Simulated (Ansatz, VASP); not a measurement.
Two plane-wave programs on AlN

INCAR

```
SYSTEM = AlN
PREC     = Accurate       ! precision mode
ENCUT    = 520            ! plane-wave cutoff, eV
EDIFF    = 1E-6           ! SCF threshold, eV
ISMEAR   = 0              ! smearing method
SIGMA    = 0.05           ! smearing width, eV
LREAL    = .FALSE.        ! projectors in reciprocal space
LASPH    = .TRUE.         ! aspherical terms in the spheres
NELM     = 60             ! most SCF steps
ALGO     = Normal         ! electronic algorithm
ISIF     = 2              ! what is computed and relaxed
LWAVE    = .FALSE.        ! write WAVECAR
LCHARG   = .FALSE.        ! write CHGCAR
GGA      = PE             ! functional
NBANDS   = 11             ! bands
```

Contents of KPOINTS:

```
regular mesh
0
G
  10 10 10
  0 0 0
```

POSCAR

```
AlN
1.0
    0.0000000000      2.2317495800      2.1424795968
    2.2317495800      0.0000000000      2.1424795968
    2.2317495800      2.2317495800      0.0000000000
Al N
1 1
Direct
    0.0000000000      0.0000000000      0.0000000000
    0.7500000000      0.7500000000      0.7500000000
```

Input for Ansatz:

```yaml
crystal:
  lattice:
    - [0.0, 2.2317495761, 2.1424795931]
    - [2.2317495761, 0.0, 2.1424795931]
    - [2.2317495761, 2.2317495761, 0.0]
  atoms:
    - { symbol: Al, position: [0.0, 0.0, 0.0] }
    - { symbol: "N", position: [0.75, 0.75, 0.75] }
basis:
  ecutwfc: 420
kpoints:
  mp_grid: { grid: [10, 10, 10] }
hamiltonian:
  xc: pbe
scf:
  occupations: { method: gaussian, width: 0.05 }
output:
  forces: true
  stress: true
  eigenvalues: true
  write_density: true
  write_potential: true
  elf: true
  volumetric_format: npy
```

Alike in both runs: task single point; functional PBE; k mesh 10 × 10 × 10; occupations gaussian, width 0.05 eV; no spin polarisation.

|  | VASP | Ansatz |
| --- | --- | --- |
| version | VASP 6.6.1 | Ansatz 0.2.0 |
| potentials or method | VASP PAW PBE potentials, release 64 (Al, N) | scalar-relativistic, plane waves, PAW |
| plane-wave cutoff (eV) | 520 | 420 |
| valence electrons in the cell | 8 | 8 |

|  | VASP | Ansatz | Ansatz less VASP |
| --- | --- | --- | --- |
| gap on the k mesh at the Fermi level (eV) | 3.09 | 3.10 | +0.009 |
| least direct gap on the mesh (eV) | 3.87 | 3.86 | -0.008 |
| pressure (GPa) | -0.4 | -0.1 | +0.29 |
| largest component of the traceless stress (GPa) | 3.19 | 3.17 | -0.023 |

With one functional, cell and mesh, what is left measures potentials, basis and numerics.

A k mesh can miss the band edges. Expect the measured gap to be larger: semilocal functionals such as PBE lack the derivative discontinuity.
